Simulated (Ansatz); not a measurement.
Effect of strain tensor (xx, yy, zz, yz, xz, xy) = (−1.07, +2.48, +0.83, −0.14, −0.92, +0.68) % on BaSnO3

The reference is BaSnO3 in the cubic perovskite structure (space group Pm-3m, No. 221; a = 4.122 Å). Axes: x, y, z lie along the cube axes.

One thing is altered: strain tensor (xx, yy, zz, yz, xz, xy) = (−1.07, +2.48, +0.83, −0.14, −0.92, +0.68) %, atoms relaxed at fixed cell.

Computed with plane-wave PAW DFT at the PBEsol level (Ansatz, a quantum-chemistry and plane-wave program, 420 eV), no spin-orbit coupling. Settings: 8×8×8 k-points, 0.05 eV Fermi–Dirac smearing.

- Volume per atom: 14.32 Å³ (base 14.01 Å³)
- Space group: P-1 (No. 2) (base Pm-3m (No. 221))
- Shortest interatomic distance: 2.039 Å (base 2.061 Å)
- Energy relative to the base (free energy F): +10 meV/atom
- Pressure (mean of the normal stresses, compression positive): -2.91 GPa (base 0.00 GPa)
- Band gap: 0.56 eV (base 0.86 eV)
- Gap character: indirect, R → Γ
- Smallest direct gap: 1.01 eV (base 1.34 eV)
- Stress (xx, yy, zz, yz, xz, xy; compression positive): (0.47, -5.97, -3.23, 0.22, 1.66, -1.22) GPa

Cost of the whole job for the changed cell (relaxation, final SCF and bands): roughly 50 core-seconds.

Stability against distortions was not tested. Labels are those of the standard path for the cell's own space group.
